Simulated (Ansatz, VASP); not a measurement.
**Cross-check of CdS (Greenockite) between VASP and Ansatz**

Aim: how closely do two programs agree when they are given the same cell, functional and k mesh? The cell is taken from a series of VASP runs on this material, whose earlier steps may have relaxed, scaled or displaced it; both programs get it as it stands.

Calculated with Ansatz 0.2.0; plane waves, with VASP 6.6.1 beside it; relaxation of cell and atoms at PBE.

## Step 1: The structure

The structure is hexagonal, space group P6_3mc (No. 186). The conventional cell has a = 4.191 Å, b = 4.191 Å, c = 6.804 Å, α = 90.00°, β = 90.00°, γ = 120.00°. Nearest to Cd lie 4 S at 2.55 to 2.56 Å. S has 4 Cd at 2.55 to 2.56 Å nearest. Farther neighbours and most contacts between anions are not listed.

## Step 2: VASP: relaxation of cell and atoms, PBE

The relaxed volume is the usual yardstick between codes: its relative difference is about their pressure difference at one cell divided by the bulk modulus.

Lines of VASP's logs that name or quote its potential files are left out, and so is its time.

File INCAR:

```
SYSTEM = CdS
PREC = Accurate
ENCUT = 450
EDIFF = 1E-06
NELM = 100
ISMEAR = 0
SIGMA = 0.03
LREAL = .FALSE.
ALGO = Normal
GGA = PE
NBANDS = 24
LORBIT = 11
LWAVE = .FALSE.
LCHARG = .FALSE.
KPAR = 4
IBRION = 2
NSW = 50
ISIF = 3
EDIFFG = -0.006
```

File POSCAR:

```
CdS
1.0
    4.1910917813      0.0000000000      0.0000000000
   -2.0955458907      3.6295919522      0.0000000000
    0.0000000000      0.0000000000      6.8037073086
Cd S
2 2
Direct
    0.6666666667      0.3333333333      0.5000000000
    0.3333333333      0.6666666667      0.0000000000
    0.6666666667      0.3333333333      0.8750000000
    0.3333333333      0.6666666667      0.3750000000
```

File KPOINTS:

```
Automatic mesh
0
Gamma
6 6 4
0 0 0
```

Potentials, in the order of the species: Cd and S (PBE family, release 64).

The run is started by

```bash
mpirun -np 4 vasp_std
```

Numbers of over 12 decimals in the logs are rounded to 6 here.

The program printed:

```text
[banner, memory and clock lines left out]
running    4 mpi-ranks, on    1 nodes
 distrk:  each k-point on    1 cores,    4 groups
 distr:  one band on    1 cores,    1 groups

 POSCAR found type information on POSCAR CdS
 POSCAR found :  2 types and       4 ions
 LDA part: xc-table for (Slater+PW92), standard interpolation
 POSCAR, INCAR and KPOINTS ok, starting setup
 FFT: planning ... GRIDC
 FFT: planning ... GRID_SOFT
 FFT: planning ... GRID
 WAVECAR not read
 entering main loop
       N       E                     dE             d eps       ncg     rms          rms(c)
DAV:   1     0.226385695854E+03    0.22639E+03   -0.16448E+04  1008   0.122E+03
DAV:   2    -0.194110142570E+01   -0.22833E+03   -0.22172E+03  1144   0.319E+02
DAV:   3    -0.132882504585E+02   -0.11347E+02   -0.11312E+02  1256   0.729E+01
DAV:   4    -0.133917779334E+02   -0.10353E+00   -0.10351E+00  1176   0.684E+00
DAV:   5    -0.133937204178E+02   -0.19425E-02   -0.19424E-02  1256   0.896E-01    0.105E+01
DAV:   6    -0.123122791653E+02    0.10814E+01   -0.22672E+00  1320   0.150E+01    0.840E+00
DAV:   7    -0.122951527459E+02    0.17126E-01   -0.74956E-01  1120   0.476E+00    0.398E+00
DAV:   8    -0.122932214250E+02    0.19313E-02   -0.92643E-02  1152   0.308E+00    0.489E-01
DAV:   9    -0.122914186825E+02    0.18027E-02   -0.17418E-02  1320   0.161E+00    0.140E-01
DAV:  10    -0.122916962234E+02   -0.27754E-03   -0.13817E-03  1152   0.358E-01    0.117E-01
DAV:  11    -0.122918218199E+02   -0.12560E-03   -0.21376E-04  1288   0.103E-01    0.977E-02
DAV:  12    -0.122918466330E+02   -0.24813E-04   -0.15538E-04  1072   0.723E-02    0.176E-02
DAV:  13    -0.122918468991E+02   -0.26605E-06   -0.13164E-05  1264   0.281E-02    0.777E-03
DAV:  14    -0.122918479279E+02   -0.10289E-05   -0.27075E-06   896   0.142E-02    0.880E-03
DAV:  15    -0.122918476378E+02    0.29015E-06   -0.42928E-07   864   0.354E-03
   1 F= -.12291848E+02 E0= -.12291848E+02  d E =-.122918E+02
[... from here on, the cycles between the ionic steps are left out ...]
   2 F= -.12294025E+02 E0= -.12294025E+02  d E =-.217700E-02
   3 F= -.12294144E+02 E0= -.12294144E+02  d E =-.229609E-02
   4 F= -.12294144E+02 E0= -.12294144E+02  d E =-.229635E-02
   5 F= -.12294142E+02 E0= -.12294142E+02  d E =-.229422E-02
   6 F= -.12294190E+02 E0= -.12294190E+02  d E =-.481032E-04
   7 F= -.12294191E+02 E0= -.12294191E+02  d E =-.493741E-04
   8 F= -.12294187E+02 E0= -.12294187E+02  d E =-.453272E-04
   9 F= -.12294192E+02 E0= -.12294192E+02  d E =-.499127E-04
  10 F= -.12294192E+02 E0= -.12294192E+02  d E =-.501345E-04
 curvature:  -0.33 expect dE=-0.990E-05 dE for cont linesearch -0.113E-06
 trial: gam= 0.32006 g(F)=  0.252E-05 g(S)=  0.274E-04 ort =-0.557E-05 (trialstep = 0.101E+01)
 search vector abs. value=  0.357E-04
 bond charge predicted
       N       E                     dE             d eps       ncg     rms          rms(c)
DAV:   1    -0.122942756560E+02   -0.83584E-04   -0.71849E-03  1024   0.548E-01    0.461E-02
DAV:   2    -0.122942304399E+02    0.45216E-04   -0.12717E-04  1232   0.105E-01    0.225E-02
DAV:   3    -0.122942154014E+02    0.15038E-04   -0.23148E-05  1176   0.371E-02    0.120E-02
DAV:   4    -0.122942138019E+02    0.15996E-05   -0.40723E-06  1144   0.165E-02    0.434E-03
DAV:   5    -0.122942138162E+02   -0.14297E-07   -0.41539E-07   528   0.656E-03
  11 F= -.12294214E+02 E0= -.12294214E+02  d E =-.218272E-04
 trial-energy change:   -0.000022  1 .order   -0.000023   -0.000028   -0.000017
 step:   2.6135(harm=  2.6135)  dis= 0.00120  next Energy=   -12.294229 (dE=-0.368E-04)
 reached required accuracy - stopping structural energy minimisation
```

From OUTCAR (step 2):

```text
ion  position               nearest neighbor table
   1  0.667  0.333  0.500-   3 2.55   4 2.56   4 2.56   4 2.56
   2  0.333  0.667  0.000-   4 2.55   3 2.56   3 2.56   3 2.56
   3  0.667  0.333  0.875-   1 2.55   2 2.56   2 2.56   2 2.56
   4  0.333  0.667  0.375-   2 2.55   1 2.56   1 2.56   1 2.56

  LATTYP: Found a hexagonal cell.
 ALAT       =     4.1910917813
 C/A-ratio  =     1.6233734940

 Subroutine GETGRP returns: Found 12 space group operations
 (whereof  6 operations were pure point group operations)

The static configuration has the point symmetry C_3v.
 The point group associated with its full space group is C_6v.

 Found     21 irreducible k-points:

   k-points           NKPTS =     21   k-points in BZ     NKDIM =     21   number of bands    NBANDS=     24

   dimension x,y,z NGX =    30 NGY =   30 NGZ =   48
   dimension x,y,z NGXF=    60 NGYF=   60 NGZF=   96

   ENCUT  =  450.0 eV  33.07 Ry    5.75 a.u.   7.25  7.25 11.77*2*pi/ulx,y,z

   NELECT =      36.0000    total number of electrons

 k-points in reciprocal lattice and weights: Automatic mesh
   0.00000000  0.00000000  0.00000000       0.007
   0.16666667  0.00000000  0.00000000       0.042
   0.33333333  0.00000000  0.00000000       0.042
   0.50000000  0.00000000  0.00000000       0.021
   0.16666667  0.16666667  0.00000000       0.042
   0.33333333  0.16666667  0.00000000       0.083
   0.33333333  0.33333333  0.00000000       0.014
   0.00000000  0.00000000  0.25000000       0.014
   0.16666667  0.00000000  0.25000000       0.083
[...]
0.33333333  0.16666667  0.50000000       0.083
   0.33333333  0.33333333  0.50000000       0.014

 average (electrostatic) potential at core
       1 -39.6206       2 -39.6206       3 -89.4756       4 -89.4756

 E-fermi :   1.0766

 k-point     1 :       0.0000    0.0000    0.0000
  band No.  band energies     occupation
    ...
     14       0.2029      2.00000
     15       0.2029      2.00000
     16       0.8511      2.00000
     17       0.8931      2.00000
     18       0.8931      2.00000
     19       1.9961      0.00000
     20       3.6311      0.00000
     21       7.3766      0.00000
     22       7.3766      0.00000
     23       7.6603      0.00000
    ...

 k-point     2 :       0.1667    0.0000    0.0000
  band No.  band energies     occupation
    ...
     14      -0.7101      2.00000
     15      -0.2775      2.00000
     16      -0.0875      2.00000
     17       0.6686      2.00000
     18       0.7204      2.00000
     19       3.1271      0.00000
     20       4.4646      0.00000
     21       6.6706      0.00000
     22       7.6795      0.00000
     23       7.7241      0.00000
    ...

 k-point     3 :       0.3333    0.0000    0.0000
  band No.  band energies     occupation
    ...
     14      -1.8906      2.00000
     15      -1.4932      2.00000
     16      -0.5920      2.00000
     17       0.1432      2.00000
     18       0.3736      2.00000
     19       4.2041      0.00000
     20       4.8684      0.00000
     21       6.2456      0.00000
     22       7.0374      0.00000
     23       7.9689      0.00000
    ...

  Total        0.0196707      0.0196707     -0.0167468     -0.0000000      0.0000000     -0.0000000
  in kB        0.3017886      0.3017886     -0.2569303     -0.0000000      0.0000000     -0.0000000
  external PRESSURE =       0.1155490 kB  Pullay stress =       0.0000000 kB

  energy-cutoff  :      450.00
  volume of cell :      104.43
      direct lattice vectors                 reciprocal lattice vectors
     4.198704643 -0.000000000  0.000000000     0.238168694  0.137506759  0.000000000
    -2.099352322  3.636184884 -0.000000000     0.000000000  0.275013519  0.000000000
     0.000000000 -0.000000000  6.840170897    -0.000000000 -0.000000000  0.146195178

 POSITION                                       TOTAL-FORCE (eV/Angst)
 -----------------------------------------------------------------------------------
      2.09935      1.21206      3.41600        -0.000000      0.000000     -0.002716
     -0.00000      2.42412      6.83609        -0.000000      0.000000     -0.002716
      2.09935      1.21206      5.98923         0.000000     -0.000000      0.002716
     -0.00000      2.42412      2.56915         0.000000     -0.000000      0.002716
 -----------------------------------------------------------------------------------
    total drift:                               -0.000000     -0.000000     -0.000364

  FREE ENERGIE OF THE ION-ELECTRON SYSTEM (eV)
  ---------------------------------------------------
  free  energy   TOTEN  =       -12.2942138162 eV

  energy  without entropy=      -12.2942138162  energy(sigma->0) =      -12.29421382

 reached required accuracy - stopping structural energy minimisation

 total charge
# of ion       s       p       d       tot
------------------------------------------
    1        0.416   0.297   9.565  10.277
    2        0.416   0.297   9.565  10.277
    3        1.325   2.383   0.000   3.707
    4        1.325   2.383   0.000   3.707
--------------------------------------------------
tot          3.481   5.359  19.129  27.969

[... 3 further parts left out ...]
```

The run keeps the 12 symmetry operations of its start, so it cannot find a distortion of lower symmetry.

## Step 3: Ansatz: relaxation of cell and atoms, PBE

Ansatz runs on its default PAW (the set named soft_2) files.

The same cell, functional, mesh and smearing now go to Ansatz, which takes its cutoff from its data sets.

File input.yaml:

```yaml
crystal:
  lattice:
    - [4.1910917813, 0.0, 0.0]
    - [-2.0955458907, 3.6295919522, 0.0]
    - [0.0, 0.0, 6.8037073086]
  atoms:
    - { symbol: Cd, position: [0.6666666667, 0.3333333333, 0.5] }
    - { symbol: Cd, position: [0.3333333333, 0.6666666667, 0.0] }
    - { symbol: S, position: [0.6666666667, 0.3333333333, 0.875] }
    - { symbol: S, position: [0.3333333333, 0.6666666667, 0.375] }
hamiltonian:
  xc: pbe
  pseudopotentials: { kind: paw }
kpoints:
  mp_grid: { grid: [6, 6, 4] }
scf:
  occupations: { method: gaussian, width: 0.03 }
relax:
  f_tol: 0.01
  max_steps: 60
  cell: { stress_tol: 0.05 }
output:
  forces: true
  stress: true
  write_density: true
  write_potential: true
  elf: true
  volumetric_format: npy
```

The run is started by

```bash
ansatz run input.yaml --threads 4 --pin off --max-ram 9216MiB --backend cpu --events-out ev --progress --plain --runs-dir out
```

The program printed:

```text
Engine: ansatz 0.2.0, aarch64-unknown-linux-gnu
Pseudopotentials: kind: paw
Pseudopotential: Cd, paw, valence charge 20, recommended cutoff 420 eV (normal), Cd.paw.azcp
Pseudopotential: S, paw, valence charge 6, recommended cutoff 420 eV (normal), S.paw.azcp
Functional definition: PBE
  parameter kappa = 0.804
  parameter beta = 0.066725
  exchange = pbe_x(kappa = kappa, mu = beta*pi^2/3)
  correlation = pbe_c(beta = beta)
Crystal: 4 atoms, lattice volume = 103.498 Å³
Basis set: ecut = 420 eV, 1985 PW (Γ), exchange–correlation on 60×60×96 points (8 copies of the dense FFT grid, shifted against one another)
Bands: 32, of which v1, the nominal top of the filled ones, is band 26 counted from 1 (25 counted from 0)
Symmetry: 12 space group operations
Space group: P63mc (ITA 186), of the structure as read, at distance tolerance 4.7e-5 Å
k-points: 21 of 144 (time reversal used)
Non-local potential: Cd, projectors of the file, l = 0: 3, l = 1: 2, l = 2: 2, l = 3: 1
Non-local potential: S, projectors of the file, l = 0: 2, l = 1: 2, l = 2: 2
PAW form: soft (Blöchl's): semilocal exchange-correlation on the pseudo side does not see the compensation charge
PAW one-centre angular grid: Cd, 590 points (default); XC on 64 Gauss nodes
PAW one-centre angular grid: S, 110 points (default); XC on 64 Gauss nodes
Initial density: superposition of atomic densities (neutral atoms: chi_scale 0, normalization atom), corrected by the library's trained network
Initial wavefunctions: pseudopotential atomic-orbital guess
Functional: x = pbe(κ = 0.804, μ = 0.219515), c = pbe(β = 0.066725)
SCF iter   1: F=—  HF=-18315.656959 eV  |F-HF|=—  |Δ(HF+E_count)|=         —  Δρ=5.87e-4  dr2=4.81e-4  ethr=1.77e-3  ⟨swp⟩=6.2  Hψ=2732  notcnv=0
preconditioner: auto → Resta (q_TF=auto, 2.433 Å⁻¹)  ε∞=4.6  [insulator: Δε(μ)=1.118 eV  Ē_g=11.507 eV  σ=0.030 eV  W_gap=1.00  n_scr=22 (ndim 8)  ℏωp=21.9 eV  f_vac=0.140  D(μ)=0.00/eV (n_scr^D=0)  ε∞_Penn≈4.6]
SCF iter   2: F=—  HF=-18315.658480 eV  |F-HF|=—  |Δ(HF+E_count)|=   1.52e-3  Δρ=3.21e-4  dr2=1.38e-4  ethr=9.26e-7  ⟨swp⟩=2.9  Hψ=1528  notcnv=0  defer=2
SCF iter   3: F=—  HF=-18315.658535 eV  |F-HF|=—  |Δ(HF+E_count)|=   5.53e-5  Δρ=1.05e-4  dr2=8.50e-6  ethr=2.66e-7  ⟨swp⟩=2.0  Hψ=1014  notcnv=0  defer=2
SCF iter   4: F=—  HF=-18315.658622 eV  |F-HF|=—  |Δ(HF+E_count)|=   8.64e-5  Δρ=4.85e-5  dr2=2.23e-6  ethr=1.64e-8  ⟨swp⟩=2.4  Hψ=984  notcnv=0  defer=2
SCF iter   5: F=—  HF=-18315.658626 eV  |F-HF|=—  |Δ(HF+E_count)|=   4.25e-6  Δρ=1.13e-5  dr2=1.80e-7  ethr=4.29e-9  ⟨swp⟩=2.0  Hψ=1014  notcnv=0  defer=2
SCF iter   6: F=-18315.658626 eV  HF=-18315.658626 eV  |F-HF|=2.16e-8  |Δ(HF+E_count)|=   2.14e-7  Δρ=4.31e-6  dr2=2.92e-8  ethr=1.92e-10  ⟨swp⟩=8.3  Hψ=3834  notcnv=0
SCF 1 converged in 6 iterations: F = -18315.658626 eV  dr2 = 2.92e-8
  greatest PAW one-centre occupation: 1.000 electrons in one spin orbital (limit 2), on the Cd atom at site 0 (counted from 0), in its partial waves of l = 0
relax step   1: F+E_penalty+E_count = -18315.65862637 eV  Δ(F+E_penalty+E_count) = +0.000e0 eV  max|allowed force component| = 6.141e-2 eV/Å  Δτ_max = 0.0000 Å  P = +0.342 GPa  Ω = 103.498 Å³  (6 SCF iters, dr2 threshold 1.00e-7 eV, accepted)
[...]
relax step   2: F+E_penalty+E_count = -18315.65994406 eV  Δ(F+E_penalty+E_count) = -1.318e-3 eV  max|allowed force component| = 2.275e-2 eV/Å  Δτ_max = 0.0025 Å  P = -0.015 GPa  Ω = 104.178 Å³  energy of the carried Pulay correction = -1.482e-4 eV  (4 SCF iters, dr2 threshold 4.00e-7 eV, accepted)
[...]
relax step   3: F+E_penalty+E_count = -18315.66006374 eV  Δ(F+E_penalty+E_count) = -1.197e-4 eV  max|allowed force component| = 5.042e-3 eV/Å  Δτ_max = 0.0020 Å  P = -0.009 GPa  Ω = 104.168 Å³  energy of the carried Pulay correction = -1.461e-4 eV  (5 SCF iters, dr2 threshold 3.23e-8 eV, accepted)
[...]
relax step   4: F+E_penalty+E_count = -18315.66020701 eV  Δ(F+E_penalty+E_count) = -1.433e-4 eV  max|allowed force component| = 5.044e-3 eV/Å  Δτ_max = 0.0000 Å  P = -0.010 GPa  Ω = 104.168 Å³  stress off target by 1.30e-2 GPa  SCF on the basis re-selected at this cell (its energy is not comparable with the rows above)  (5 SCF iters)
basis re-selected at this cell: Δ(F+E_penalty+E_count) = -1.433e-4 eV, ΔP = -0.001 GPa vs the last step (what re-selecting the basis moved, of the pressure what is left beyond the Pulay correction that the steps carried, after the strain that the cell walked since its last selection, with what the two solves' SCF thresholds leave and, on support functions, any second-order correction that the steps lacked; it is no m [...]
SCF converged after 5 iterations
Free energy (F): -18315.660207 eV
Harris-Foulkes:  -18315.660207 eV  (|F-HF|=0.00e0)
Internal energy: -18315.660207 eV  (E = F + TS)
E sigma→0 (E₀):  -18315.660207 eV
Fermi energy:    6.798677 eV
--- Per-component energies (eV) ---
  E_band       = -1041.666140
  E_kinetic    = 1221.725622
  E_local      = -8178.076389  (includes V_loc(G=0)·N_el)
  E_nonlocal   = 124.440328
  E_hartree    = 3749.147594
  E_xc         = -546.794395
  E_vxc        = -616.860144  (∫ρ·V_xc dr)
  E_paw        = -9367.868893  (= ΣΔE_a)
  E_vpaw       = -1091.190650  (= ΣTr[D̂ρ^β])
  E_aug_tail   = 0.000030  (compensation charges beyond the density's cutoff)
  E_ewald      = -5318.234104
  E_smearing   = -0.000000  (= −TS)
  E_closure    = 0.000000  (closes the sum)
  Σ components = -18315.660207   (vs F -18315.660207, Δ=0.00e0)
--- Forces (eV/Å), atoms counted from 1 ---
  atom   1  Cd    -0.00000000     0.00000000    -0.00504336
  atom   2  Cd     0.00000000    -0.00000000    -0.00504336
  atom   3  S      0.00000000     0.00000000     0.00504420
  atom   4  S     -0.00000000    -0.00000000     0.00504420
  max |Σ_I F_I| component: 1.67e-6 eV/Å
--- Stress (GPa, compression-positive) ---
       -0.013020      -0.000000      -0.000000
       -0.000000      -0.013020       0.000000
       -0.000000       0.000000      -0.003238
  P = ⅓ Tr σ = -0.0098 GPa (-0.098 kbar)
--- Band table (eV; the first three rows and the last of 21) ---
  k-point 0: bands = [... 22 lower, 5.5500, 6.2031, 6.2433, 6.2433, 7.3535, 8.9813, 12.7117, 12.7117, ... 2 higher]
  k-point 1: bands = [... 22 lower, 5.6460, 5.6460, 6.1358, 6.1358, 8.2305, 9.0473, 12.5208, 12.7809, ... 2 higher]
  k-point 2: bands = [... 22 lower, 5.8852, 5.8852, 5.8852, 5.8852, 8.9980, 8.9980, 12.3560, 12.3560, ... 2 higher]
  k-point 20: bands = [... 22 lower, 4.0065, 4.0065, 5.2151, 5.2151, 10.5435, 10.5435, 12.3406, 12.3406, ... 2 higher]
--- Relaxed structure (3 steps of the walk, 3 accepted, 1 SCFs on fresh bases) ---
  F+E_penalty+E_count = -18315.66020701 eV   max|allowed force component| = 5.044e-3 eV/Å   (the final SCF, on the basis selected at the relaxed cell)
  cell:  # Å, volume = 104.1679 Å³
    - [4.196428, 2.890432863278041e-11, -1.0348249227081404e-18]
    - [-2.098214, 3.634213, 4.803869503619894e-19]
    - [-1.6799073504333883e-18, 0, 6.830361]
  atoms:
    - { symbol: Cd, position: [0.666667, 0.333333, 0.499337] }
    - { symbol: Cd, position: [0.333333, 0.666667, -0.000663286] }
    - { symbol: S, position: [0.666667, 0.333333, 0.875663] }
    - { symbol: S, position: [0.333333, 0.666667, 0.375663] }
```

Wall time 5.2 s (4 threads of Arm Neoverse V2, shared host); peak memory 0.37 GiB; 19 s of CPU time.

## Step 4: Side by side

Known differences besides the potentials themselves: both relaxations stop at a tolerance, which leaves soft axes loose, and VASP keeps its plane-wave basis; the data sets hold 52 valence electrons in Ansatz (default PAW (the set named soft_2) files) and 36 in VASP; the cutoff is 420 eV in Ansatz and 450 eV in VASP; VASP leaves aspherical gradient terms in its spheres out (LASPH is not set), Ansatz keeps them; Ansatz adds a Pulay correction to the stress that steers its cell, VASP none. Total energies have different zeros and are not compared.

Both answers:

| quantity | Ansatz | VASP | difference |
| --- | --- | --- | --- |
| volume (Å³) | 104.17 | 104.43 | -0.25 % |
| edge a after relaxation, in the typed setting (Å) | 4.196 | 4.199 | -0.05 % |
| edge c after relaxation, in the typed setting (Å) | 6.830 | 6.840 | -0.14 % |

The walks stopped with -0.01 GPa left in Ansatz and 0.01 GPa in VASP; each walk ends within a tolerance, so the volume difference is uncertain by about these residues over the bulk modulus, most in soft cells.

## Step 5: Results

| Quantity | Value |
| --- | --- |
| difference in volume (relaxation of cell and atoms, PBE) | -0.25 % |

The difference in volume is -0.25 % (relaxation of cell and atoms, PBE), within the 1.2 % picked in this series as the mark of a large difference, as far as the stopping tolerances let one tell. How closely two codes agree says nothing of how well the functional describes the real material.

[Lines on the potential files, build, host, timing and source positions are cut from VASP's logs without a mark.]

[Logs are printed without paths, hosts, clocks, repeated set-up lines and the standing remarks that a program may print on its own settings, such as how far it seeks lower states.]

[Hosts, paths, dates, database ids (printed as entryN), source tags and the programs' standing remarks are cut or masked in the printed files.]
